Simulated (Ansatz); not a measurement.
## PbF$_{2}$ (Fm-3m), clamped-ion strain scan

The calculation used DFT PBE, scalar-relativistic, plane waves, PAW (Ansatz). Cutoff 420 eV, Γ-centred 8×8×8 k-points, Gaussian smearing of 0.05 eV. Spin–orbit coupling is left out, which matters for the heavy elements here. No spin polarisation. Energies are free energies at this smearing, counted from the undisturbed cell; pressure is positive in compression.

Zero of the scan (as given, not relaxed at this level; it stands at 2.2 GPa, and it needn't be the usual structure):

```
CELL_PARAMETERS angstrom
0.00000 2.96985 2.96985
2.96985 0.00000 2.96985
2.96985 2.96985 0.00000
ATOMIC_POSITIONS crystal
Pb 0.00000 0.00000 0.00000
F 0.25000 0.25000 0.25000
F 0.75000 0.75000 0.75000
```

The cell is strained by ε times the Voigt pattern (0, 0, 0, 1, 0, 0) (xx, yy, zz, yz, xz, xy; engineering shear) with fractional coordinates fixed.

| ε | ΔE (meV/atom) | stress summed along the pattern (GPa, tension positive) | pressure (GPa) | gap on the mesh (eV) |
| --- | --- | --- | --- | --- |
| -0.0600 | 6.6 | -1.96 | 2.5 | 4.38 |
| -0.0300 | 1.7 | -0.97 | 2.3 | 4.41 |
| 0.0000 | 0.0 | 0.00 | 2.2 | 4.42 |
| 0.0075 | 0.1 | 0.24 | 2.2 | 4.42 |
| 0.0150 | 0.5 | 0.48 | 2.2 | 4.42 |
| 0.0225 | 1.0 | 0.73 | 2.2 | 4.42 |
| 0.0375 | 2.6 | 1.21 | 2.3 | 4.41 |
| 0.0450 | 3.7 | 1.46 | 2.4 | 4.40 |
| 0.0525 | 5.1 | 1.71 | 2.5 | 4.39 |

By symmetry 0.0600 repeats -0.0600, -0.0450 repeats 0.0450, 0.0300 repeats -0.0300, -0.0150 repeats 0.0150 in energy, with the opposite slope along the path.